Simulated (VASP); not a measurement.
Here is a VASP 6.6.1 calculation.

The input INCAR:

```
PREC = Accurate ; ENCUT = 520
EDIFF = 1E-6 ; ISMEAR = 0
SIGMA = 0.02 ; LREAL = F
LASPH = T ; NELM = 100
ALGO = Normal ; ISIF = 2
LWAVE = F ; LCHARG = F
GGA = CA ; LOPTICS = T
NBANDS = 29 ; NEDOS = 1000
CSHIFT = 0.1
```

The input KPOINTS:

```
Automatic mesh
0
Gamma
  9 9 9
```

POSCAR

```
As
1.0
    1.8807968987      1.0858785957      3.5140619945
   -1.8807968987      1.0858785957      3.5140619945
    0.0000000000     -2.1717571915      3.5140619945
As
2
Direct
    0.2260000000      0.2260000000      0.2260000000
    0.7740000000      0.7740000000      0.7740000000
```

Potentials or basis: VASP PAW LDA potentials, release 64 (As).

Run with:

```bash
$ cat potpaw_LDA.64/As/POTCAR > POTCAR
$ mpirun -np 1 vasp_std > vasp.out
```

Estimate the band gap on the k mesh.

none (metal or under the smearing width).

Predict the largest force.

0.336 eV/Å.

What does it give for the pressure?

-0.9 GPa.

Stress tensor (GPa, compression positive):
```
-0.75  0.00  0.00
 0.00 -0.75  0.00
 0.00  0.00 -1.25
```
